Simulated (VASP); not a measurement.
Cr: equation of state with PBE

Cr:

```xyz
8
Lattice="4.5122 0.0000 0.0000 0.0000 4.5122 0.0000 0.0000 0.0000 4.5122" Properties=species:S:1:pos:R:3 pbc="T T T"
Cr    2.2561    1.1280    0.0000
Cr    2.2561    3.3841    0.0000
Cr    0.0000    2.2561    3.3841
Cr    0.0000    2.2561    1.1280
Cr    3.3841    0.0000    2.2561
Cr    1.1280    0.0000    2.2561
Cr    2.2561    2.2561    2.2561
Cr    0.0000    0.0000    0.0000
```

This isn't the form of Cr at room conditions, which is bcc.

```
Program             : VASP 6.6.1
Task                : equation of state
Functional          : PBE
Potentials or basis : VASP PAW PBE potentials, release 64 (Cr_pv)
Cutoff              : 520 eV
k mesh              : 6 × 6 × 6
Occupations         : fermi-dirac, width 0.05 eV
Spin                : collinear spin, ferromagnetic start
Starting moments    : [3.0, 3.0, 3.0, 3.0, 3.0, 3.0, 3.0, 3.0] μB
```

```json
{
 "Equilibrium volume": "11.70 Å³/atom",
 "Bulk modulus": "253 GPa",
 "Pressure derivative of the bulk modulus": "4.3"
}
```

Energy against volume, from the lowest point:
```tsv
volume (Å³/atom)	energy (meV/atom)
10.794	63.13
11.024	33.80
11.254	14.11
11.483	3.13
11.713	0.00
11.943	3.94
12.172	14.24
```

All runs of the series together: 30 min on 1 thread of Intel(R) Xeon(R) Platinum 8259CL CPU @ 2.50GHz (Skylake/Cascade Lake), on a shared host.
